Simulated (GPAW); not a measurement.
# SnO2 (1T monolayer): G0W0 with GPAW, start to end, part 2 of 2

Aim: the G0W0 gap of SnO2 (1T monolayer) on LDA, step by step.

GPAW 26.7.0; LDA and many-body steps on it, plane waves. Known limits of the many-body steps: not at the basis limit; no spin-orbit coupling.

So far. Step 3 (Ground state): The gap is indirect, with the least direct gap 0.68 eV higher. Step 4 (Empty states on the mesh, 9×9×1 mesh, 197 bands): On this mesh the gap is 3.010 eV.

### 5. Screening and self-energy, 9×9×1 mesh, 87 bands, screening to 48 eV

G0W0 replaces the xc potential by the self-energy, built once from these orbitals. Only a window of levels is corrected, while the sums run over the empty bands that the input names.

This step: G0W0 on LDA, plane waves, PAW.

run.py reads:

```python
import json
import numpy as np
from gpaw.mpi import world
from gpaw.response.g0w0 import G0W0

gw = G0W0('full.gpw',
    filename='gw',
    kpts=[0, 7],
    bands=(11, 15),
    ecut=48,
    nbands=87,
    truncation='2D',
    integrate_gamma='sphere',
    q0_correction=True,
    frequencies={'type': 'nonlinear', 'domega0': 0.15, 'omega2': 15.0},
    eta=0.1,
    nblocksmax=True)
gw.calculate()
res = {mode: {k: v for k, v in r.items() if k != 'sigma_eskwn'}
       for mode, r in gw.all_results.items()}

if world.rank == 0:
    with open('result.json', 'w') as f:
        json.dump(res, f, default=lambda x: x.tolist())
```

On the command line:

```console
$ mpirun -n 4 gpaw python run.py
```

Numbers of over 12 decimals in the logs are rounded to 6 here.

Output:

```text
Using integrator: PointIntegrator
NonLinearFrequencyDescriptor(from 0.000 to 69.859 eV, 160 points)
Nonperiodic BCs:  [False False  True]
Using integrator: PointIntegrator
NonLinearFrequencyDescriptor(from 0.000 to 69.859 eV, 160 points)
Nonperiodic BCs:  [False False  True]
Applying analytical 2D correction to W:
    Evaluating Gamma point contribution to W on a 19x19x1 grid
  ___  _ _ _
 |   || | | |
 | | || | | |
 |__ ||_____|
 |___|

BZ k-points: Symmetries present (total): 12

  [... matrices ...]
81 k-points: 9 x 9 x 1 Monkhorst-Pack grid
12 k-points in the irreducible part of the Brillouin zone
       k-points in crystal coordinates                weights
   0:     0.00000000    0.00000000    0.00000000          1/81
   1:     0.11111111    0.00000000    0.00000000          6/81
   2:     0.22222222   -0.11111111    0.00000000          6/81
   3:     0.22222222    0.00000000    0.00000000          6/81
   4:     0.33333333   -0.11111111    0.00000000         12/81
   5:     0.33333333    0.00000000    0.00000000          6/81
   6:     0.33333333    0.33333333    0.00000000          2/81
   7:     0.44444444   -0.22222222    0.00000000          6/81
   8:     0.44444444   -0.11111111    0.00000000         12/81
   9:     0.44444444    0.00000000    0.00000000          6/81
          ...
  11:     0.44444444    0.44444444    0.00000000          6/81

Distributing spins, k-points and bands (1 x 2 x 4) over 1 process
Number of blocks: 4

Quasi particle states:
k-points (IBZ indices): [0, 7]
Band range: (11, 15)
  [... matrices ...]
Computational parameters:
Plane wave cut-off: 48 eV
Number of bands: 87
Coulomb cutoff: 2D
Broadening: 0.1 eV

fxc modes: GW
Kernel: RPA
Using full-frequency real axis integration
Summing all q:

Calculating screened Coulomb potential
2D Coulomb truncation
NonLinearFrequencyDescriptor(from 0.000 to 69.859 eV, 160 points)
Removing empty qpoint cache files...

Calculating chi0 body with:
    Ground state adapter containing:
    Number of spins: 1
    Number of kpoints: 81
    Number of irreducible kpoints: 12
    Number of completely occupied states: 13
    Number of partially occupied states: 13
    Occupied states memory: 5.1416015625 M / cpu

    Linear response parametrization:
    q_c: [0.0, 0.0, 0.0]
    Number of frequency points: 160
    Planewave cutoff: 48.0
    Number of bands: 87
    Number of planewaves: 81
    Broadening (eta): 0.1
    comm.size: 4
    kncomm.size: 1
    blockcomm.size: 4

    Memory estimate of potentially large arrays:
        chi0_wGG: 4.004517 M / cpu
Integrating chi0 body.

Symmetries of q_c:
    Direct symmetries (Uq -> q): 12
    Indirect symmetries (TUq -> q): 0
In total 12 allowed symmetries.

  [... matrices ...]
12 groups of equivalent kpoints. 85.185185% reduction.

Integral kind: spectral function
Integrating chi0 head and wings.

Symmetries of q_c:
    Direct symmetries (Uq -> q): 12
    Indirect symmetries (TUq -> q): 0
In total 12 allowed symmetries.

  [... matrices ...]
12 groups of equivalent kpoints. 85.185185% reduction.

Integral kind: spectral function wings

Calculating chi0 body with:
    Ground state adapter containing:
    Number of spins: 1
    Number of kpoints: 81
    Number of irreducible kpoints: 12
    Number of completely occupied states: 13
    Number of partially occupied states: 13
    Occupied states memory: 5.1416015625 M / cpu

[... the further q-points ...]

Results:
f:      Occupation numbers
eps:     KS-eigenvalues [eV]
vxc:     KS vxc [eV]
exx:     Exact exchange [eV]
sigma:   Self-energies [eV]
dsigma:  Self-energy derivatives
Z:       Renormalization factors
qp:      QP-energies [eV]

k-point 0 (0): (0.000, 0.000, 0.000)                GW
band       f     eps     vxc     exx   sigma  dsigma       Z      qp
                                                                   GW
  11   1.000  -5.103 -22.066 -26.849   3.800  -0.289   0.776  -5.865
  12   1.000  -5.103 -22.066 -26.849   3.800  -0.289   0.776  -5.865
  13   0.000  -1.425 -17.378 -13.263  -1.734  -0.192   0.839   0.572
  14   0.000   1.551 -14.806  -9.908  -2.431  -0.188   0.842   3.628

k-point 1 (7): (0.444, -0.222, 0.000)                GW
band       f     eps     vxc     exx   sigma  dsigma       Z      qp
                                                                   GW
  11   1.000  -4.995 -20.582 -25.890   4.072  -0.309   0.764  -5.939
  12   1.000  -4.436 -20.883 -26.396   4.288  -0.302   0.768  -5.377
  13   0.000   1.829 -21.069 -14.998  -2.352  -0.246   0.802   4.812
  14   0.000   4.442 -13.497  -7.808  -2.996  -0.217   0.822   6.655
```

The job ended after 1.8 min (4 MPI ranks of Arm Neoverse V1, shared host; peak memory 1.9 GiB; 7.3 min of CPU time).

Numbers from this step:

```yaml
g0w0_gap_on_the_points_computed: 5.949 eV
least_direct_g0w0_gap_on_the_computed_points: 6.437 eV
z_at_the_valence_top: 0.7680
z_at_the_conduction_bottom: 0.8391
starting_gap_on_the_mesh: 3.010 eV
k_of_the_valence_top: 0.4444, -0.2222, 0
k_of_the_conduction_bottom: 0, 0, 0
```

The gap on the mesh goes from 3.01 eV to 5.95 eV, a correction of +2.94 eV.

Limits: finite bands, cutoff and mesh; no spin-orbit coupling. v1 is the top filled band, c1 the lowest empty one. Levels before and after the correction, in eV, zero at the valence-band top of each column:

```csv
,conduction bottom,valence top
Kohn-Sham,3.01,0.00
G0W0,5.95,0.00
```

```csv
,level,energy (eV)
Kohn-Sham,Γ v2-v1,-0.668
Kohn-Sham,Γ c1,3.010
Kohn-Sham,Γ c2,5.987
Kohn-Sham,(0.444 -0.222 0) v2,-0.559
Kohn-Sham,(0.444 -0.222 0) v1,0.000
Kohn-Sham,(0.444 -0.222 0) c1,6.265
Kohn-Sham,(0.444 -0.222 0) c2,8.878
G0W0,Γ v2-v1,-0.489
G0W0,Γ c1,5.949
G0W0,Γ c2,9.005
G0W0,(0.444 -0.222 0) v2,-0.562
G0W0,(0.444 -0.222 0) v1,0.000
G0W0,(0.444 -0.222 0) c1,10.189
G0W0,(0.444 -0.222 0) c2,12.031
```

### 6. Where the time went

Times are wall times on 4 MPI ranks of Arm Neoverse V1, shared host, good to a factor of about two.

```csv
step,time,share,memory (GiB)
relaxation,32 s,13 %,0.93
ground state,11 s,4 %,0.73
empty states on the mesh,1.7 min,40 %,1.1
screening and self-energy,1.8 min,43 %,1.9
```

### 7. What came out

```
LDA gap              : 2.99 eV, indirect
G0W0 gap on the mesh : 5.95 eV
GW settings          : 9×9×1 mesh, 87 bands, screening to 48 eV, full frequency, Hilbert transform
known limits         : not at the basis limit; no spin-orbit coupling
```

**Reading.** G0W0 moves the gap on the mesh from 3.01 eV to 5.95 eV (+2.94 eV), with Z of 0.77 and 0.84 at the edges. Only 2 of the mesh's irreducible points were corrected, so a valley elsewhere could overtake. Bands and cutoff are finite, so the gap is not at the basis limit. The miss can reach some tenths of an eV and take either sign; the mesh is an error of its own. These stock PAW sets were not made for GW. In the G0W0 run levels were corrected at 2 k points alone, so a gap called «on the mesh» is the least over those, and an edge elsewhere would be missed. The many-body steps are scalar-relativistic: spin-orbit coupling is not in them.

[Paths, hosts, dates, memory and timing lines, banners, echoed tables and standing remarks are left out of the program output.]

[Logs are printed without paths, hosts, clocks, repeated set-up lines and the standing remarks that a program may print on its own settings, such as how far it seeks lower states.]

[Runs of the session that timed out or met a known fault of the program may be left out.]

[Hosts, paths, dates, database ids (printed as entryN), source tags and the programs' standing remarks are cut or masked in the printed files.]
